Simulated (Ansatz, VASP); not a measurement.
PtSe2 (Sudovikovite) in VASP and in Ansatz

```
CELL_PARAMETERS angstrom
3.72866 0.00000 0.00000
-1.86433 3.22911 0.00000
0.00000 0.00000 5.27703
ATOMIC_POSITIONS crystal
Pt 0.00000 0.00000 0.00000
Se 0.33333 0.66667 0.24622
Se 0.66667 0.33333 0.75378
```

Alike in both runs: task single point; functional PBE; k mesh 6 × 6 × 4; occupations fermi-dirac, width 0.02 eV; no spin polarisation.

|  | VASP | Ansatz |
| --- | --- | --- |
| version | VASP 6.6.1 | Ansatz 0.2.0 |
| potentials or method | VASP PAW PBE potentials, release 64 (Pt, Se) | plane waves, PAW |
| plane-wave cutoff (eV) | 520 | 420 |
| valence electrons in the cell | 22 | 50 |

Ansatz gave:

```
pressure (GPa)                                  : 3.8
largest component of the traceless stress (GPa) : 1.19
rms of the force components (eV/Å)              : 0.080
```

Q: Estimate VASP's values.

A: Pressure (GPa): 3.8; largest component of the traceless stress (GPa): 1.19; rms of the force components (eV/Å): 0.081.

Atom by atom the forces differ by 0.001 eV/Å (rms over components). With one functional, cell and mesh, what is left measures potentials, basis and numerics. The two sets of potentials don't hold the same shells in valence.

Spin-orbit coupling is left out, which matters for the levels of Pt.
